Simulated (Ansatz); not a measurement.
A run of Ansatz 0.2.0 is set up as follows.

The input input.yaml:

```yaml
crystal:
  lattice:
    - [2.1542, 1.2437279499, 3.758]
    - [-2.1542, 1.2437279499, 3.758]
    - [0.0, -2.4874558998, 3.758]
  atoms:
    - { symbol: Sb, position: [0.76651, 0.76651, 0.76651] }
    - { symbol: Sb, position: [0.23349, 0.23349, 0.23349] }
kpoints:
  mp_grid: { grid: [8, 8, 8] }
scf:
  occupations: { method: fermi_dirac, width: 0.05 }
hamiltonian:
  xc: pbesol
  pseudopotentials: { kind: all_electron, lapw: { basis_error: 0.001 } }
output:
  forces: true
  stress: true
relax:
  f_tol: 0.01
  max_steps: 60
  cell: {}
```

Potentials or basis: all-electron LAPW, scalar-relativistic.

The run is started by

```console
$ ansatz run input.yaml --threads 1 --pin off --max-ram 3072MiB --backend cpu --events-out ev --progress --plain --runs-dir out
```

Problem. Predict the relaxed cell.

Solution. a = 4.454 Å, b = 4.454 Å, c = 4.454 Å, α = 58.10°, β = 58.10°, γ = 58.10°.

Problem. Predict the space group after relaxing (to 0.05 Å).

Solution. R-3m (No. 166).

Final structure:
```yaml
crystal:
  lattice:
    - [2.16244, 1.24849, 3.68786]
    - [-2.16244, 1.24849, 3.68786]
    - [0.00000, -2.49697, 3.68786]
  atoms:
    - { symbol: Sb, position: [0.76473, 0.76473, 0.76473] }
    - { symbol: Sb, position: [0.23527, 0.23527, 0.23527] }
```

Spin-orbit coupling is left out, which matters for the levels of Sb.
